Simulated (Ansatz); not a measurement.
Sb under changes of volume

One of the cells (29.904 Å³/atom); the others are scaled copies at fixed shape and fractional positions:

```
CELL_PARAMETERS angstrom
3.12240 0.00000 0.00000
0.00000 4.34752 0.00000
-0.03891 0.00000 4.40585
ATOMIC_POSITIONS crystal
Sb 0.01139 0.25000 0.24117
Sb 0.98861 0.75000 0.75883
```

This isn't the form of Sb at room conditions, which is rhombohedral.

| Property | Result |
| --- | --- |
| Program | Ansatz 0.2.0 |
| Functional | PBE0 |
| Potentials or basis | Ansatz PAW |
| Cutoff | 420 eV (not typed: the program's choice for these potentials) |
| k mesh | 4 × 4 × 4 |
| Occupations | fermi-dirac, width 0.05 eV |
| Spin | no spin polarisation |

```tsv
volume (Å³/atom)	energy over the lowest point (meV/atom)	pressure (GPa)	largest force (eV/Å)
28.110	3.95	1.8	0.126
28.708	0.00	0.3	0.159
29.306	?	?	?
29.904	7.52	-2.2	0.219
30.502	17.85	-3.3	0.248
31.100	31.88	-4.2	0.275
31.698	49.21	-5.0	0.302
```

What does the run at 29.306 Å³/atom give?

Energy over the lowest point 1.39 meV/atom; pressure -1.0 GPa; largest force 0.190 eV/Å.

Worked out: A Birch-Murnaghan fit of order 3 (a polynomial in V^(-2/3)) to the other rows has its minimum at 28.84 Å³/atom with B0 = V·E''(V) = 67 GPa and B' = 4.8 at fixed shape and positions, which overstates the stiffness. It gives 1.39 meV/atom at 29.306 Å³/atom, against the run's 1.39, and -dE/dV = -1.0 GPa, against -1.0.

Energies are extrapolated to zero smearing.

Caveats: all runs use coarse meshes; the PAW data sets come from PBE, with cores solved anew for the run's functional, which leaves a small shift of forces and pressure; the thresholds are loose for stress.
